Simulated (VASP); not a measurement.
# Be (I4/mmm) in VASP: a series of runs

One crystal, Be, is run at these levels: PBEsol; tasks: single point.

Everything below comes from runs of VASP 6.6.1. Logs are shortened: lines on timing, memory, paths and dates and some standing lists are left out, and cuts for length are marked.

## (1) The cell of the first run

The structure is tetragonal, space group I4/mmm (No. 139). Conventional cell: a = 2.469 Å, b = 2.469 Å, c = 2.506 Å, α = 90.00°, β = 90.00°, γ = 90.00°. Be (site symmetry 4/mmm) is surrounded by 12 Be at 2.15 to 2.47 Å.

This isn't the form of Be at room conditions, which is hcp.

## (2) Single point, PBEsol (strain -0.015 along x and y, +0.000 along z, atoms carried along)

Contents of INCAR:

```
PREC     = Accurate       # precision mode
ENCUT    = 520            # plane-wave cutoff, eV
EDIFF    = 1E-7           # SCF threshold, eV
ISMEAR   = 0              # smearing method
SIGMA    = 0.15           # smearing width, eV
LREAL    = F              # projectors in reciprocal space
LASPH    = T              # aspherical terms in the spheres
NELM     = 100            # most SCF steps
ALGO     = Fast           # electronic algorithm
ISIF     = 2              # what is computed and relaxed
LWAVE    = F              # write WAVECAR
LCHARG   = F              # write CHGCAR
GGA      = PS             # functional
NBANDS   = 7              # bands
```

Contents of KPOINTS:

```
regular mesh
0
Gamma
  26 26 26
```

Contents of POSCAR:

```
Be
1.0
   -1.2343241370      1.2343241370      1.2531209513
    1.2343241370     -1.2343241370      1.2531209513
    1.2343241370      1.2343241370     -1.2531209513
Be
1
Direct
    0.0000000000      0.0000000000      0.0000000000
```

Potentials or basis: VASP PAW PBE potentials, release 64 (Be).

The run is started by

```sh
cat potpaw_PBE.64/Be/POTCAR > POTCAR
mpirun -np 1 vasp_std > vasp.out
```

OUTCAR:

```text
PREC = Accurate
   ENCUT = 520
   EDIFF = 1E-7
   ISMEAR = 0
   LREAL = F
   LASPH = T
   NELM = 100
   ISIF = 2
   GGA = PS

 ion  position               nearest neighbor table
   1  0.000  0.000  0.000-

  LATTYP: Found a body centered tetragonal cell.
 ALAT       =     2.4686482740
 C/A-ratio  =     1.0152284264

  Lattice vectors:

 A1 = (  -1.2343241370,   1.2343241370,   1.2531209513)
 A2 = (   1.2343241370,  -1.2343241370,   1.2531209513)
 A3 = (   1.2343241370,   1.2343241370,  -1.2531209513)

Analysis of symmetry for initial positions (statically):
=====================================================================
 Subroutine PRICEL returns:
 Original cell was already a primitive cell.

 Routine SETGRP: Setting up the symmetry group for a
 body centered tetragonal supercell.

 Subroutine GETGRP returns: Found 16 space group operations
 (whereof 16 operations were pure point group operations)
 out of a pool of 16 trial point group operations.

The static configuration has the point symmetry D_4h.

Analysis of symmetry for dynamics (positions and initial velocities):
=====================================================================
 Subroutine PRICEL returns:
 Original cell was already a primitive cell.

 Routine SETGRP: Setting up the symmetry group for a
 body centered tetragonal supercell.

 Subroutine GETGRP returns: Found 16 space group operations
 (whereof 16 operations were pure point group operations)
 out of a pool of 16 trial point group operations.

The dynamic configuration has the point symmetry D_4h.

 Subroutine INISYM returns: Found 16 space group operations
 (whereof 16 operations are pure point group operations),
 and found     1 'primitive' translations

----------------------------------------------------------------------------------------

                                     Primitive cell

  volume of cell :       7.6368

  direct lattice vectors                    reciprocal lattice vectors
    -1.234324137  1.234324137  1.253120951     0.000000000  0.405079983  0.399003783
     1.234324137 -1.234324137  1.253120951     0.405079983  0.000000000  0.399003783
     1.234324137  1.234324137 -1.253120951     0.405079983  0.405079983  0.000000000

  length of vectors
     2.148819273  2.148819273  2.148819273     0.568589317  0.568589317  0.572869605

  position of ions in fractional coordinates (direct lattice)
     0.000000000  0.000000000  0.000000000

  ion indices of the primitive-cell ions
   primitive index   ion index
                 1           1

----------------------------------------------------------------------------------------

 KPOINTS: regular mesh

Automatic generation of k-mesh.
 Grid dimensions read from file:
 generate k-points for:   26   26   26

 Generating k-lattice:

  Cartesian coordinates                     Fractional coordinates (reciprocal lattice)
     0.000000000  0.015579999  0.015346299     0.038461538  0.000000000 -0.000000000
     0.015579999  0.000000000  0.015346299     0.000000000  0.038461538 -0.000000000
     0.015579999  0.015579999  0.000000000     0.000000000  0.000000000  0.038461538

  Length of vectors
     0.021868820  0.021868820  0.022033446

  Shift w.r.t. Gamma in fractional coordinates (k-lattice)
     0.000000000  0.000000000  0.000000000

 Subroutine IBZKPT returns following result:
 ===========================================

 Found   1330 irreducible k-points:

 Following reciprocal coordinates:
            Coordinates               Weight
  0.000000  0.000000  0.000000      1.000000
  0.038462  0.000000  0.000000      8.000000
  0.076923  0.000000  0.000000      8.000000
  0.115385  0.000000 -0.000000      8.000000
  0.153846  0.000000  0.000000      8.000000
  0.192308  0.000000  0.000000      8.000000
[... 16 lines left out ...]
  0.346154  0.038462 -0.000000     16.000000
  0.384615  0.038462  0.000000     16.000000
 [... further k-points ...]
   k-points           NKPTS =   1330   k-points in BZ     NKDIM =   1330   number of bands    NBANDS=      7
   number of dos      NEDOS =    301   number of ions     NIONS =      1
   total plane-waves  NPLWV =   4096
   dimension x,y,z NGX =    16 NGY =   16 NGZ =   16
   dimension x,y,z NGXF=    32 NGYF=   32 NGZF=   32
   ions per type =               1
   NGX,Y,Z   is equivalent  to a cutoff of  12.38, 12.38, 12.38 a.u.
   NGXF,Y,Z  is equivalent  to a cutoff of  24.76, 24.76, 24.76 a.u.
 SYSTEM =  unknown system
   PREC   = accura    normal or accurate (medium, high low for compatibility)
   ISTART =      0    job   : 0-new  1-cont  2-samecut
   ICHARG =      2    charge: 1-file 2-atom 10-const
   ISPIN  =      1    spin polarized calculation?
   LNONCOLLINEAR =      F non collinear calculations
   LSORBIT =      F    spin-orbit coupling
   LASPH  =      T    aspherical Exc in radial PAW
   ENCUT  =  520.0 eV  38.22 Ry    6.18 a.u.   4.00  4.00  4.00*2*pi/ulx,y,z
   NELM   =    100;   NELMIN=  2; NELMDL= -5     # of ELM steps
   EDIFF  = 0.1E-06   stopping-criterion for ELM
   LREAL  =      F    real-space projection
   EDIFFG = 0.1E-05   stopping-criterion for IOM
   NSW    =      0    number of steps for IOM
   IBRION =     -1    ionic relax: 0-MD 1-quasi-New 2-CG
   NFREE  =      0    steps in history (QN), initial steepest desc. (CG)
   ISIF   =      2    stress and relaxation
   ISYM   =      2    0-nonsym 1-usesym 2-fastsym
   POTIM  = 0.5000    time-step for ionic-motion
   TEBEG  =    0.0;   TEEND  =   0.0 temperature during run
   PSTRESS=    0.0 pullay stress
   NELECT =       2.0000    total number of electrons
   NUPDOWN=      -1.0000    fix difference up-down
   EMIN   =  10.00;   EMAX   =-10.00  energy-range for DOS
   EFERMI =   0.00;   METHOD = LEGACY
   ISMEAR =     0;   SIGMA  =   0.15  broadening in eV -4-tet -1-fermi 0-gaus
   EFERMI_NEDOS =   21; number of points for ismear=-14 and -15
   IALGO  =     68    algorithm
   IMIX   =      4    mixing-type and parameters
     AMIX     =   0.40;   BMIX     =  1.00
     AMIX_MAG =   1.60;   BMIX_MAG =  1.00
  volume/ion in A,a.u.               =       7.64        51.54
  Fermi-wavevector in a.u.,A,eV,Ry     =   1.047404  1.979307 14.926350  1.097056
  Thomas-Fermi vector in A             =   2.182283
   LORBIT       =      0    0 simple, 1 ext, 2 COOP (PROOUT), +10 PAW based schemes
   GGA     = PS    functional components
   LHFCALC =     F    Hartree Fock is set to
   AEXX    =    0.0000 exact exchange contribution
   IVDW    =     0    specifies the selected vdW correction
   LEPSILON=     F    determine dielectric tensor
   LRPA    =     F    only Hartree local field effects (RPA)
 non-spin polarized calculation
 RMM-DIIS sequential band-by-band and
 Gauss-broadening in eV      SIGMA  =   0.15
  energy-cutoff  :      520.00
  volume of cell :        7.64
 maximum number of plane-waves:       236
   NGX =  7   NGY =  7   NGZ =  7

 number of electron       2.0000000 magnetization

 Free energy of the ion-electron system (eV)
  ---------------------------------------------------
  ext. energy  EPLUGINS =         0.00000000
  ---------------------------------------------------
  free energy    TOTEN  =        -3.90060681 eV

  energy without entropy =       -3.89981728  energy(sigma->0) =       -3.90021205

 E-fermi :   8.1623     XC(G=0): -10.7277

 val. band max:        8.1479143309   @ k =   0.2692   0.2692   0.1538
 cond. band min:       8.1676449696   @ k =   0.3462   0.2692  -0.0000
 fundamental gap:      0.0197306388
 Fermi energy:         8.1622966957

 k-point     1 :       0.0000    0.0000    0.0000
  band No.  band energies     occupation
      1      -4.2319      2.00000
      2      27.9260      0.00000
      3      28.0448      0.00000
      4      28.0448      0.00000
      5      39.2627      0.00000
      6      39.2627      0.00000
      7      39.9457      0.00000

 k-point     2 :       0.0385    0.0000    0.0000
  band No.  band energies     occupation
      1      -4.1799      2.00000
      2      27.6978      0.00000
      3      27.8248      0.00000
      4      27.9399      0.00000
      5      38.5927      0.00000
      6      38.8051      0.00000
      7      40.0198      0.00000

 k-point     3 :       0.0769    0.0000    0.0000
  band No.  band energies     occupation
      1      -4.0236      2.00000
      2      26.8722      0.00000
      3      27.2378      0.00000
      4      27.7550      0.00000
      5      37.0122      0.00000
      6      37.5148      0.00000
      7      40.4733      0.00000

 k-point     4 :       0.1154    0.0000   -0.0000
  band No.  band energies     occupation
      1      -3.7631      2.00000
      2      25.4920      0.00000
      3      26.4337      0.00000
      4      27.4713      0.00000
      5      35.7006      0.00000
      6      36.1375      0.00000
      7      39.8945      0.00000

 k-point     5 :       0.1538    0.0000    0.0000
  band No.  band energies     occupation
      1      -3.3982      2.00000
      2      23.6870      0.00000
      3      25.5429      0.00000
      4      27.0971      0.00000
      5      34.8377      0.00000
      6      34.8627      0.00000
      7      39.6058      0.00000

 k-point     6 :       0.1923    0.0000    0.0000
  band No.  band energies     occupation
      1      -2.9295      2.00000
      2      21.6401      0.00000
      3      24.6510      0.00000
      4      26.6576      0.00000
      5      33.6542      0.00000
      6      34.4044      0.00000
      7      39.6043      0.00000

 k-point     7 :       0.2308    0.0000    0.0000
  band No.  band energies     occupation
      1      -2.3579      2.00000
      2      19.5052      0.00000
      3      23.8089      0.00000
      4      26.1852      0.00000
      5      32.6005      0.00000
      6      34.2110      0.00000
      7      39.8646      0.00000
[... 121 lines left out ...]
 k-point    20 :       0.2308    0.0385    0.0000
  band No.  band energies     occupation
      1      -1.9990      2.00000
      2      18.4695      0.00000
      3      23.1868      0.00000
      4      25.6137      0.00000
      5      32.5840      0.00000
      6      34.1901      0.00000
      7      40.2312      0.00000

 k-point    21 :       0.2692    0.0385   -0.0000
  band No.  band energies     occupation
      1      -1.2793      2.00000
      2      16.3786      0.00000
      3      22.4863      0.00000
      4      25.1110      0.00000
      5      31.8082      0.00000
      6      34.2727      0.00000
      7      40.8122      0.00000

 k-point    22 :       0.3077    0.0385   -0.0000
  band No.  band energies     occupation
      1      -0.4700      2.00000
      2      14.3868      0.00000
      3      21.8901      0.00000
      4      24.6571      0.00000
      5      31.1519      0.00000
      6      34.4522      0.00000
      7      41.5682      0.00000

 k-point    23 :       0.3462    0.0385   -0.0000
  band No.  band energies     occupation
      1       0.4109      2.00000
      2      12.5385      0.00000
      3      21.4065      0.00000
      4      24.2726      0.00000
      5      30.6205      0.00000
      6      34.6828      0.00000
      7      42.4577      0.00000

 k-point    24 :       0.3846    0.0385    0.0000
  band No.  band energies     occupation
      1       1.3234      2.00000
      2      10.8895      0.00000
      3      21.0412      0.00000
      4      23.9725      0.00000
      5      30.2178      0.00000
      6      34.9175      0.00000
      7      43.4152      0.00000

 [... further k-points ...]

------------------------ aborting loop because EDIFF is reached ----------------------------------------

  FORCE on cell =-STRESS in cart. coord.  units (eV):
  Direction    XX          YY          ZZ          XY          YZ          ZX
  --------------------------------------------------------------------------------------
  -------------------------------------------------------------------------------------
  Total        0.1390114      0.1390114      0.0367864      0.0000000      0.0000000      0.0000000
  in kB       29.1641706     29.1641706      7.7176639      0.0000000      0.0000000      0.0000000
  external PRESSURE =      22.0153350 kB  Pullay stress =       0.0000000 kB

 VOLUME and BASIS-vectors are now :
 -----------------------------------------------------------------------------
  energy-cutoff  :      520.00
  volume of cell :        7.64
      direct lattice vectors                 reciprocal lattice vectors
    -1.234324137  1.234324137  1.253120951     0.000000000  0.405079983  0.399003783
     1.234324137 -1.234324137  1.253120951     0.405079983  0.000000000  0.399003783
     1.234324137  1.234324137 -1.253120951     0.405079983  0.405079983  0.000000000

 POSITION                                       TOTAL-FORCE (eV/Angst)
 -----------------------------------------------------------------------------------
      0.00000      0.00000      0.00000         0.000000      0.000000     -0.000000
 -----------------------------------------------------------------------------------
    total drift:                               -0.000000     -0.000000     -0.000000

  FREE ENERGIE OF THE ION-ELECTRON SYSTEM (eV)
  ---------------------------------------------------
  free  energy   TOTEN  =        -3.9006068077 eV

  energy  without entropy=       -3.8998172845  energy(sigma->0) =       -3.90021205
```

It took 43 s on 1 thread of Intel Xeon Platinum 8375C at 2.90GHz (Ice Lake), shared host; peak memory 0.17 GiB.

What came out:

```yaml
Free_energy: -3.9006 eV
Pressure: 2.2 GPa
Band_gap_on_the_k_mesh: none (metal or under the smearing width)
```

Caveat: the PAW data sets were made with another functional, which shifts forces and pressure a little.

## (3) Single point, PBEsol (strain -0.015 along x and y, -0.015 along z, atoms carried along)

Contents of INCAR:

```
SYSTEM = Be
PREC = Accurate
ENCUT = 520
EDIFF = 1E-6
ISMEAR = 0
SIGMA = 0.15
LREAL = .FALSE.
LASPH = .TRUE.
NELM = 100
ALGO = Normal
ISIF = 2
LWAVE = .FALSE.
LCHARG = .FALSE.
GGA = PS
NBANDS = 7
```

Contents of KPOINTS:

```
Automatic mesh
0
G
  26 26 26
  0 0 0
```

Contents of POSCAR:

```
Be
1.0
   -1.2343241370      1.2343241370      1.2343241370
    1.2343241370     -1.2343241370      1.2343241370
    1.2343241370      1.2343241370     -1.2343241370
Be
1
Direct
    0.0000000000      0.0000000000      0.0000000000
```

Potentials or basis: VASP PAW PBE potentials, release 64 (Be).

The run is started by

```sh
cat potpaw_PBE.64/Be/POTCAR > POTCAR
mpirun -np 1 vasp_std > vasp.out
```

It took 9.2 s on 1 thread of Intel Xeon Platinum 8375C at 2.90GHz (Ice Lake), shared host; peak memory 0.13 GiB.

The run converged. Its results:

- Free energy: -3.8988 eV
- Pressure: 4.2 GPa
- Band gap on the k mesh: none (metal or under the smearing width)

Levels at points of the mesh, in eV from the Fermi level:
| k point | band 1 | band 2 | band 3 | band 4 |
| --- | --- | --- | --- | --- |
| (0.00, 0.00, 0.00) | -12.49 | 20.09 | 20.09 | 20.09 |
| (0.50, 0.00, 0.00) | -5.41 | 0.54 | 12.69 | 15.98 |
| (0.50, 0.50, 0.50) | 4.10 | 4.10 | 4.10 | 10.04 |

Caveat: the PAW data sets were made with another functional, which shifts forces and pressure a little.

[end of part 1 of 2]
